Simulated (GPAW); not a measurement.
# BaS (Fm-3m) in GPAW: a series of runs

Aim: see how the results for BaS move with the level of theory and the settings. Levels: PBE, LDA, PBEsol. Tasks: band structure.

Everything below comes from runs of GPAW 26.7.0. Logs are shortened: lines on timing, memory, paths and dates and some standing lists are left out, and cuts for length are marked. The log counts tension as positive stress, the text compression.

**Experimental background.**

From a printed reference work, monograph, original work of 1988, for a bulk crystal of BaS at 2 K: band gap 3.806 eV (indirect).

How close the calculation comes is told below.

**1. Starting point**

It takes space group Fm-3m (No. 225, cubic). Conventional cell: a = 6.388 Å, b = 6.388 Å, c = 6.388 Å, α = 90.00°, β = 90.00°, γ = 90.00°. Around Ba (site symmetry m-3m) lie 6 S at 3.19 Å. S (site symmetry m-3m) has 6 Ba at 3.19 Å as nearest neighbours.

**2. Band structure, PBE**

The input, run.py:

```python
from ase.dft.bandgap import bandgap
from ase.io import read, write
from ase.units import GPa
from gpaw import GPAW, PW

atoms = read('BaS.xyz')

calc = GPAW(mode=PW(600),
            xc='PBE',
            kpts={'size': (7, 7, 7), 'gamma': True},
            occupations={'name': 'fermi-dirac', 'width': 0.05},
            nbands=16,
            convergence={'density': 1e-05, 'energy': 1e-05},
            maxiter=150,
            txt='gpaw.txt')
atoms.calc = calc
energy = atoms.get_potential_energy()
forces = atoms.get_forces()
stress = atoms.get_stress()
calc.write('gs.gpw')
write('result.traj', atoms)
print(f'Energy: {energy:.6f} eV')
print('Forces (eV/A):')
print(forces.round(4))
print('Stress (GPa):', (stress / GPa).round(3))
print('Fermi level:', round(calc.get_fermi_level(), 4), 'eV')
print(f'Gap: {bandgap(calc)[0]:.4f} eV, direct: {bandgap(calc, direct=True)[0]:.4f} eV')

path = atoms.cell.bandpath('GXWKGLUWLK,UX', npoints=100, eps=1e-4)
bs_calc = calc.fixed_density(kpts=path, symmetry='off', nbands=29,
                             convergence={'bands': 'CBM+6.0', 'eigenstates': 1e-6}, txt='bands.txt')
bs = bs_calc.band_structure()
bs.write('bs.json')
print(f'Gap on the path: {bandgap(bs_calc)[0]:.4f} eV')
```

The input, BaS.xyz:

```xyz
2
Lattice="0.0000000000 3.1937500000 3.1937500000 3.1937500000 0.0000000000 3.1937500000 3.1937500000 3.1937500000 0.0000000000" Properties=species:S:1:pos:R:3 pbc="T T T"
Ba     0.0000000000      0.0000000000      0.0000000000
S      3.1937500000      3.1937500000      3.1937500000
```

Potentials or basis: GPAW PAW data sets (gpaw-data 1.2.1), pw.

Run with:

```bash
$ OMP_NUM_THREADS=1 python run.py
```

gpaw.txt:

```text
__  _  _
 | _ |_)|_||  |
 |__||  | ||/\| - 26.7.0

Input parameters:
  mode=PW(ecut=600.0),
  convergence={'density': 1e-05, 'energy': 1e-05},
  kpts=MonkhorstPack(size=(7, 7, 7), gamma=True),
  maxiter=150,
  nbands=16,
  occupations=Occupations(name='fermi-dirac', width=0.05),
  xc=XC(name='PBE')

Diagonalizing LCAO Hamiltonian
Converting LCAO to pw mode

                 S

       Ba

Atoms  # Å, Bohr magnetons
|   | symbol |        x |        y |        z |    initial magnetic moments |
|---|--------|----------|----------|----------|-----------------------------|
| 0 |     Ba | 0.000000 | 0.000000 | 0.000000 | ( 0.0000,  0.0000,  0.0000) |
| 1 |      S | 3.193750 | 3.193750 | 3.193750 | ( 0.0000,  0.0000,  0.0000) |

Unit cell  # Å
| periodic |        x |        y |        z |  lengths |    angles |
|----------|----------|----------|----------|----------|-----------|
|      yes | 0.000000 | 3.193750 | 3.193750 | 4.516645 | 60.000000 |
|      yes | 3.193750 | 0.000000 | 3.193750 | 4.516645 | 60.000000 |
|      yes | 3.193750 | 3.193750 | 0.000000 | 4.516645 | 60.000000 |

Number of symmetries: 48
Symmetry operations  # r_c * U_cc + t_c -> r_c
|    | kind |            matrix            |
|----|------|------------------------------|
|  0 |  σ   |  1, 0, 0,  1, 0,-1,  1,-1, 0 |
|  1 |  C2  |  1, 0, 0,  1,-1, 0,  1, 0,-1 |
|  2 |  E   |  1, 0, 0,  0, 1, 0,  0, 0, 1 |
|  3 |  σ   |  1, 0, 0,  0, 0, 1,  0, 1, 0 |
|  4 |  C4  |  1, 0,-1,  1, 0, 0,  1,-1, 0 |
|  5 |  S6  |  1, 0,-1,  1,-1, 0,  1, 0, 0 |
|  6 |  σ   |  1, 0,-1,  0, 1,-1,  0, 0,-1 |
|  7 |  C3  |  1, 0,-1,  0, 0,-1,  0, 1,-1 |
|  8 |  S6  |  1,-1, 0,  1, 0, 0,  1, 0,-1 |
|  9 |  C4  |  1,-1, 0,  1, 0,-1,  1, 0, 0 |
| 10 |  C3  |  1,-1, 0,  0,-1, 1,  0,-1, 0 |
| 11 |  σ   |  1,-1, 0,  0,-1, 0,  0,-1, 1 |
| 12 |  σ   |  0, 1, 0,  1, 0, 0,  0, 0, 1 |
| 13 |  C4  |  0, 1, 0,  0, 1,-1, -1, 1, 0 |
| 14 |  C3  |  0, 1, 0,  0, 0, 1,  1, 0, 0 |
| 15 |  S6  |  0, 1, 0, -1, 1, 0,  0, 1,-1 |
| 16 |  C2  |  0, 1,-1,  1, 0,-1,  0, 0,-1 |
| 17 |  σ   |  0, 1,-1,  0, 1, 0, -1, 1, 0 |
| 18 |  S4  |  0, 1,-1,  0, 0,-1,  1, 0,-1 |
| 19 |  C4  |  0, 1,-1, -1, 1, 0,  0, 1, 0 |
| 20 |  C3  |  0, 0, 1,  1, 0, 0,  0, 1, 0 |
| 21 |  σ   |  0, 0, 1,  0, 1, 0,  1, 0, 0 |
| 22 |  S6  |  0, 0, 1,  0,-1, 1, -1, 0, 1 |
| 23 |  C4  |  0, 0, 1, -1, 0, 1,  0,-1, 1 |
| 24 |  S4  |  0, 0,-1,  1, 0,-1,  0, 1,-1 |
| 25 |  C3  |  0, 0,-1,  0, 1,-1,  1, 0,-1 |
| 26 |  C2  |  0, 0,-1,  0,-1, 0, -1, 0, 0 |
| 27 |  S6  |  0, 0,-1, -1, 0, 0,  0,-1, 0 |
| 28 |  S4  |  0,-1, 1,  1,-1, 0,  0,-1, 0 |
| 29 |  C4  |  0,-1, 1,  0, 0, 1, -1, 0, 1 |
| 30 |  C2  |  0,-1, 1,  0,-1, 0,  1,-1, 0 |
| 31 |  σ   |  0,-1, 1, -1, 0, 1,  0, 0, 1 |
| 32 |  C3  |  0,-1, 0,  1,-1, 0,  0,-1, 1 |
| 33 |  S6  |  0,-1, 0,  0, 0,-1, -1, 0, 0 |
| 34 |  S4  |  0,-1, 0,  0,-1, 1,  1,-1, 0 |
| 35 |  C2  |  0,-1, 0, -1, 0, 0,  0, 0,-1 |
| 36 |  C2  | -1, 1, 0,  0, 1, 0,  0, 1,-1 |
| 37 |  S6  | -1, 1, 0,  0, 1,-1,  0, 1, 0 |
| 38 |  S4  | -1, 1, 0, -1, 0, 1, -1, 0, 0 |
| 39 |  C3  | -1, 1, 0, -1, 0, 0, -1, 0, 1 |
| 40 |  S6  | -1, 0, 1,  0, 0, 1,  0,-1, 1 |
| 41 |  C2  | -1, 0, 1,  0,-1, 1,  0, 0, 1 |
| 42 |  C3  | -1, 0, 1, -1, 1, 0, -1, 0, 0 |
| 43 |  S4  | -1, 0, 1, -1, 0, 0, -1, 1, 0 |
[... 67 lines left out ...]
    |------|--------|-------------|----------|
    |   5s |  2.000 |     -33.644 |    1.164 |
    |   6s |  2.000 |      -3.229 |    1.164 |
    |   5p |  6.000 |     -18.744 |    1.164 |
    |    p |        |       0.000 |    1.164 |
    |    d |        |       0.000 |    1.164 |
    |    d |        |      27.211 |    1.164 |

    Using partial waves for Ba as LCAO basis

  S:
    name:    Sulfur
    Z:       16.0
    valence: 6
    core:    10
    charge:  0.0  # [|e|]
    compensation charges:
      type: gauss
      rc: 0.24  # [Å]
      lmax: 2
    cutoffs:
      filter: 1.77  # [Å]
      core: 1.66  # [Å]
    projectors
    | kind |    occ | energy [eV] | rcut [Å] |
    |------|--------|-------------|----------|
    |   3s |  2.000 |     -17.254 |    0.974 |
    |   3p |  4.000 |      -7.008 |    0.979 |
    |    s |        |       9.957 |    0.974 |
    |    p |        |      20.203 |    0.979 |
    |    d |        |       0.000 |    0.900 |

    Using partial waves for S as LCAO basis

Reference energy: -232135.462409  # eV

eigensolver:
  PPCG
  Converge bands: occupied
  niter=2

density mixing:
  MSR1-Mixer
  Pratt-step length: 0.05
  Maximum mixing coefficient: 0.75
  Old densities: 10
  SVD Regularization: 0.005
  Good broyden scale: 1.0
  Trust region scale: 1.0
  Backstep threshold: 4.0
  History deletion threshold: 6.0
  Fourier metric: weight=20.0, sigma=0.015

occupation numbers:
  Fermi-Dirac:
    width: 0.0500  # eV

poisson solver:
  ecut: 4800.0  # eV

xc functional:
  name: PBE with 2 nearest neighbor stencil

convergence criteria:
- Maximum integral of absolute [dens]ity change: 1e-05 electrons / valence electron
- Maximum [total energy] change in last 3 cyles: 1e-05 eV / valence electron
- Maximum integral of absolute [eigenst]ate change: 4e-08 eV^2 / valence electron
maximum number of iterations: 150

SCF iterations
|iter     | |      energy | eigst |  dens |
|---------|-|-------------|-------|-------|
|iter:   1| |  -10.591065 | -0.25 |       |
|iter:   2| |  -10.494534 | -2.14 | -1.03 |
|iter:   3| |  -10.154349 | -1.88 | -1.08 |
|iter:   4| |  -10.160803 | -3.43 | -1.55 |
|iter:   5| |  -10.164798 | -3.92 | -1.91 |
|iter:   6| |  -10.164956 | -5.15 | -2.79 |
|iter:   7| |  -10.164962 | -6.86 | -3.50 |
|iter:   8| |  -10.164964c| -7.58c| -3.90 |
|iter:   9| |  -10.164964c| -8.44c| -5.12c|

Converged in 9 steps
Energy contributions relative to reference atoms: (reference = -232135.462409)

Energy contributions:
  Kinetic:          11.587418
  Coulomb:         -10.182765
  Zero:              0.030256
  External:          0.000000
  Xc:              -11.599872
  Entropy:          -0.000000
  Spinorbit:         0.000000
  ----------------------------
  Free energy:     -10.164964
  Extrapolated:    -10.164964

dipole moment: (-38.646095, -38.646095, -38.646095)  # |e|*Ang

Fermi level: 6.033
Eigenvalues  # (at kpt = [0.000, 0.000, 0.000])
| band index |      eig [eV] | occ [0-2] |
|------------|---------------|-----------|
|          0 |       -21.163 |     2.000 |
|          1 |        -6.250 |     2.000 |
|          2 |        -6.250 |     2.000 |
|          3 |        -6.250 |     2.000 |
|          4 |        -5.483 |     2.000 |
|          5 |         4.862 |     2.000 |
[... 8 lines left out ...]
|         14 |        13.491 |     0.000 |
|         15 |        19.568 |     0.000 |

Gap: 2.191 eV
Transition (v -> c):
  (s=0, k=0, n=7, [0.00, 0.00, 0.00]) -> (s=0, k=16, n=8, [0.43, 0.43, 0.00])
Direct/indirect transitions are different
Direct gap: 2.330 eV
Transition at: (s=0, k=16, n=7, [0.43, 0.43, 0.00])

Forces  # eV/Ang
|        x |       y |       z |
|----------|---------|---------|
|  0.00000 | 0.00000 | 0.00000 |  # Ba   0
| -0.00000 | 0.00000 | 0.00000 |  # S    1

Stress tensor  # eV/Ang^3
|         x |         y |         z |
|-----------|-----------|-----------|
| -0.007687 | -0.000000 | -0.000000 |
| -0.000000 | -0.007687 |  0.000000 |
| -0.000000 |  0.000000 | -0.007687 |

# Writing to gs.gpw (mode='')
```

stdout:

```text
Energy: -10.164964 eV
Forces (eV/A):
[[ 0.  0.  0.]
 [-0.  0.  0.]]
Stress (GPa): [-1.232 -1.232 -1.232  0.    -0.    -0.   ]
Fermi level: 6.0328 eV
Gap: 2.1907 eV, direct: 2.3303 eV
Gap on the path: 2.1315 eV
```

bands.txt:

```text
Diagonalizing LCAO Hamiltonian
Converting LCAO to pw mode
convergence criteria:
- Maximum integral of absolute [eigenst]ate change: 1e-06 eV^2 / valence electron
maximum number of iterations: 150

SCF iterations
|iter     | |      energy | eigst |  dens |
|---------|-|-------------|-------|-------|
|iter:   1| |             | +0.68 |       |
[... 105 lines left out ...]
         [0.375     , 0.375     , 0.75      ],
         [0.625     , 0.25      , 0.625     ],
         [0.60416667, 0.20833333, 0.60416667],
         [0.58333333, 0.16666667, 0.58333333],
         [0.5625    , 0.125     , 0.5625    ],
         [0.54166667, 0.08333333, 0.54166667],
         [0.52083333, 0.04166667, 0.52083333],
         [0.5       , 0.        , 0.5       ]])),
  maxiter=150,
  nbands=29,
  occupations=Occupations(name='fermi-dirac', width=0.05),
  symmetry=Symmetry(point_group=False, time_reversal=False),
  xc=XC(name='PBE')
```

It took 82 s on 1 thread of Arm Neoverse V1, shared host; peak memory 0.33 GiB.

Results:

| Property | Result |
| --- | --- |
| Free energy | -10.1650 eV |
| Pressure | 1.2 GPa |
| Band gap on the k mesh | 2.19 eV, indirect (least direct gap 2.33 eV) |
| Band gap along the path | 2.13 eV, indirect (least direct gap 2.26 eV) |

Levels at the corners of the path, in eV from the valence-band top:
```csv
point,band 6,band 7,band 8,band 9,band 10,band 11
Γ,0.00,0.00,0.00,3.62,3.89,3.89
X,-0.51,-0.13,-0.13,2.13,5.95,6.05
W,-1.10,-0.48,-0.48,4.30,4.30,6.31
K,-0.93,-0.60,-0.52,3.31,5.97,6.61
Γ,0.00,0.00,0.00,3.62,3.89,3.89
L,-1.91,-1.07,-1.07,5.56,5.68,6.33
U,-0.93,-0.60,-0.52,3.31,5.97,6.61
W,-1.10,-0.48,-0.48,4.30,4.30,6.31
L,-1.91,-1.07,-1.07,5.56,5.68,6.33
K,-0.93,-0.60,-0.52,3.31,5.97,6.61
U,-0.93,-0.60,-0.52,3.31,5.97,6.61
X,-0.51,-0.13,-0.13,2.13,5.95,6.05
```

Caveat: spin-orbit coupling is left out, which moves the levels of the heavy elements.

**3. Band structure, PBE, spin-orbit coupling, no magnetisation**

run.py, as its differences from that of step 2:

```diff
@@ -1,7 +1,16 @@
+import numpy as np
+from ase import Atoms
 from ase.dft.bandgap import bandgap
-from ase.io import read, write
+from ase.io import write
 from ase.units import GPa
 from gpaw import GPAW, PW
+from gpaw.spinorbit import soc_eigenstates
 
-atoms = read('BaS.xyz')
+atoms = Atoms(['Ba', 'S'],
+              cell=[[0.0, 3.19375, 3.19375],
+                    [3.19375, 0.0, 3.19375],
+                    [3.19375, 3.19375, 0.0]],
+              scaled_positions=[[0.0, 0.0, 0.0],
+                                [0.5, 0.5, 0.5]],
+              pbc=True)
 
@@ -9,3 +18,3 @@
             xc='PBE',
-            kpts={'size': (7, 7, 7), 'gamma': True},
+            kpts={'size': (5, 5, 5), 'gamma': True},
             occupations={'name': 'fermi-dirac', 'width': 0.05},
@@ -28,3 +37,3 @@
 
-path = atoms.cell.bandpath('GXWKGLUWLK,UX', npoints=100, eps=1e-4)
+path = atoms.cell.bandpath('GXWKGLUWLK,UX', npoints=80, eps=1e-4)
 bs_calc = calc.fixed_density(kpts=path, symmetry='off', nbands=29,
@@ -34 +43,7 @@
 print(f'Gap on the path: {bandgap(bs_calc)[0]:.4f} eV')
+
+soc = soc_eigenstates(bs_calc, theta=90, phi=0)
+np.savetxt('soc_bands.dat', soc.eigenvalues(), fmt='%.4f')
+mesh = soc_eigenstates('gs.gpw', theta=90, phi=0)
+np.savetxt('soc_mesh.dat', mesh.eigenvalues(), fmt='%.4f')
+print('Fermi level with spin-orbit coupling:', round(mesh.fermi_level, 4), 'eV')
```

Potentials or basis: GPAW PAW data sets (gpaw-data 1.2.1), pw.

Run with:

```bash
$ OMP_NUM_THREADS=1 python run.py
```

Run time: 63 s. Hardware: 1 thread of Arm Neoverse V1, shared host; peak memory 0.31 GiB.

Results (log left out):

- Free energy: -10.1641 eV
- Pressure: 1.2 GPa
- Band gap on the k mesh: 2.19 eV, indirect (least direct gap 2.30 eV)
- Band gap along the path: 2.08 eV, indirect (least direct gap 2.16 eV)

Levels at the corners of the path, in eV from the valence-band top:
```
point  band 14  band 15  band 16  band 17  band 18  band 19
    Γ     0.00     0.00     0.00     3.57     3.57     3.81
    X    -0.23    -0.09    -0.09     2.08     2.08     5.89
    W    -0.60    -0.44    -0.44     4.22     4.22     4.26
    K    -0.65    -0.55    -0.55     3.25     3.25     5.91
    Γ     0.00     0.00     0.00     3.57     3.57     3.81
    L    -1.14    -1.10    -1.10     5.51     5.51     5.62
    U    -0.65    -0.55    -0.55     3.25     3.25     5.91
    W    -0.60    -0.44    -0.44     4.22     4.22     4.26
    L    -1.14    -1.10    -1.10     5.51     5.51     5.62
    K    -0.65    -0.55    -0.55     3.25     3.25     5.91
    U    -0.65    -0.55    -0.55     3.25     3.25     5.91
    X    -0.23    -0.09    -0.09     2.08     2.08     5.89
```

Caveat: spin-orbit coupling was added after a scalar SCF, so levels and gaps hold it while energy, forces, pressure and moments don't; this program's spin-orbit splittings come out too wide for heavy elements; the mesh misses the band edges, which the band path finds closer together.

**4. Band structure, LDA**

The input, run.py:

```python
from ase.dft.bandgap import bandgap
from ase.io import read, write
from ase.units import GPa
from gpaw import GPAW, PW

atoms = read('BaS.xyz')

calc = GPAW(mode=PW(600),
            xc='LDA',
            kpts={'size': (7, 7, 7), 'gamma': True},
            occupations={'name': 'fermi-dirac', 'width': 0.05},
            nbands=16,
            convergence={'density': 1e-05, 'energy': 1e-05},
            maxiter=150,
            txt='gpaw.txt')
atoms.calc = calc
energy = atoms.get_potential_energy()
forces = atoms.get_forces()
stress = atoms.get_stress()
calc.write('gs.gpw')
write('result.traj', atoms)
print(f'Energy: {energy:.6f} eV')
print('Forces (eV/A):')
print(forces.round(4))
print('Stress (GPa):', (stress / GPa).round(3))
print('Fermi level:', round(calc.get_fermi_level(), 4), 'eV')
print(f'Gap: {bandgap(calc)[0]:.4f} eV, direct: {bandgap(calc, direct=True)[0]:.4f} eV')

path = atoms.cell.bandpath('GXWKGLUWLK,UX', npoints=60, eps=1e-4)
bs_calc = calc.fixed_density(kpts=path, symmetry='off', nbands=29,
                             convergence={'bands': 'CBM+6.0', 'eigenstates': 1e-6}, txt='bands.txt')
bs = bs_calc.band_structure()
bs.write('bs.json')
print(f'Gap on the path: {bandgap(bs_calc)[0]:.4f} eV')
```

BaS.xyz is that of step 2.

Potentials or basis: the program's PAW data sets (release 1.2.1) made for this functional, pw.

Run with:

```bash
$ OMP_NUM_THREADS=1 python run.py
```

Run time: 55 s. Hardware: 1 thread of Arm Neoverse V1, shared host; peak memory 0.27 GiB.

Results (log left out):

| Item | Value |
| --- | --- |
| Free energy | -11.1595 eV |
| Pressure | -2.1 GPa |
| Band gap on the k mesh | 1.99 eV, indirect (least direct gap 2.14 eV) |
| Band gap along the path | 1.93 eV, indirect (least direct gap 2.07 eV) |

Levels at the corners of the path, in eV from the valence-band top:
| point | band 4 | band 5 | band 6 | band 7 | band 8 | band 9 | band 10 | band 11 | band 12 | band 13 |
| --- | --- | --- | --- | --- | --- | --- | --- | --- | --- | --- |
| Γ | -11.08 | -10.32 | 0.00 | 0.00 | 0.00 | 3.32 | 3.73 | 3.73 | 3.73 | 4.71 |
| X | -11.28 | -10.22 | -0.53 | -0.14 | -0.14 | 1.93 | 5.85 | 5.89 | 7.44 | 7.44 |
| W | -11.44 | -9.67 | -1.14 | -0.50 | -0.50 | 4.13 | 4.13 | 6.21 | 6.75 | 7.47 |
| K | -11.23 | -9.72 | -0.98 | -0.61 | -0.55 | 3.13 | 5.81 | 6.50 | 6.66 | 7.22 |
| Γ | -11.08 | -10.32 | 0.00 | 0.00 | 0.00 | 3.32 | 3.73 | 3.73 | 3.73 | 4.71 |
| L | -11.12 | -9.06 | -2.00 | -1.10 | -1.10 | 5.42 | 5.45 | 6.21 | 6.21 | 8.72 |
| U | -11.23 | -9.72 | -0.98 | -0.61 | -0.55 | 3.13 | 5.81 | 6.50 | 6.66 | 7.22 |
| W | -11.44 | -9.67 | -1.14 | -0.50 | -0.50 | 4.13 | 4.13 | 6.21 | 6.75 | 7.47 |
| L | -11.12 | -9.06 | -2.00 | -1.10 | -1.10 | 5.42 | 5.45 | 6.21 | 6.21 | 8.72 |
| K | -11.23 | -9.72 | -0.98 | -0.61 | -0.55 | 3.13 | 5.81 | 6.50 | 6.66 | 7.22 |
| U | -11.23 | -9.72 | -0.98 | -0.61 | -0.55 | 3.13 | 5.81 | 6.50 | 6.66 | 7.22 |
| X | -11.28 | -10.22 | -0.53 | -0.14 | -0.14 | 1.93 | 5.85 | 5.89 | 7.44 | 7.44 |

Caveat: spin-orbit coupling is left out, which moves the levels of the heavy elements.

**5. Band structure, PBEsol**

run.py, as its differences from that of step 4:

```diff
@@ -1,10 +1,19 @@
+from ase import Atoms
 from ase.dft.bandgap import bandgap
-from ase.io import read, write
+from ase.io import write
 from ase.units import GPa
-from gpaw import GPAW, PW
+from gpaw import GPAW, PW, setup_paths
 
-atoms = read('BaS.xyz')
+setup_paths.insert(0, '.')
+
+atoms = Atoms(['Ba', 'S'],
+              cell=[[0.0, 3.19375, 3.19375],
+                    [3.19375, 0.0, 3.19375],
+                    [3.19375, 3.19375, 0.0]],
+              scaled_positions=[[0.0, 0.0, 0.0],
+                                [0.5, 0.5, 0.5]],
+              pbc=True)
 
 calc = GPAW(mode=PW(600),
-            xc='LDA',
+            xc='PBEsol',
             kpts={'size': (7, 7, 7), 'gamma': True},
@@ -28,3 +37,3 @@
 
-path = atoms.cell.bandpath('GXWKGLUWLK,UX', npoints=60, eps=1e-4)
+path = atoms.cell.bandpath('GXWKGLUWLK,UX', npoints=80, eps=1e-4)
 bs_calc = calc.fixed_density(kpts=path, symmetry='off', nbands=29,
```

Potentials or basis: PAW data sets generated in the run's folder for this functional, pw.

Run with:

```bash
$ gpaw-setup -f PBEsol Ba S
$ OMP_NUM_THREADS=1 python run.py
```

Wall time 71 s (1 thread of Arm Neoverse V1, shared host); peak memory 0.3 GiB.

It converged, with:

```
Free energy             : -10.6920 eV
Pressure                : -0.8 GPa
Band gap on the k mesh  : 2.07 eV, indirect (least direct gap 2.21 eV)
Band gap along the path : 2.01 eV, indirect (least direct gap 2.14 eV)
```

Levels at the corners of the path, in eV from the valence-band top:
```
point  band 6  band 7  band 8  band 9  band 10  band 11
    Γ    0.00    0.00    0.00    3.43     3.81     3.81
    X   -0.53   -0.13   -0.13    2.01     5.92     5.94
    W   -1.13   -0.50   -0.50    4.20     4.20     6.26
    K   -0.96   -0.61   -0.54    3.20     5.88     6.56
    Γ    0.00    0.00    0.00    3.43     3.81     3.81
    L   -1.97   -1.09   -1.09    5.49     5.51     6.29
    U   -0.96   -0.61   -0.54    3.20     5.88     6.56
    W   -1.13   -0.50   -0.50    4.20     4.20     6.26
    L   -1.97   -1.09   -1.09    5.49     5.51     6.29
    K   -0.96   -0.61   -0.54    3.20     5.88     6.56
    U   -0.96   -0.61   -0.54    3.20     5.88     6.56
    X   -0.53   -0.13   -0.13    2.01     5.92     5.94
```

Caveat: spin-orbit coupling is left out, which moves the levels of the heavy elements.

[end of part 1 of 2]
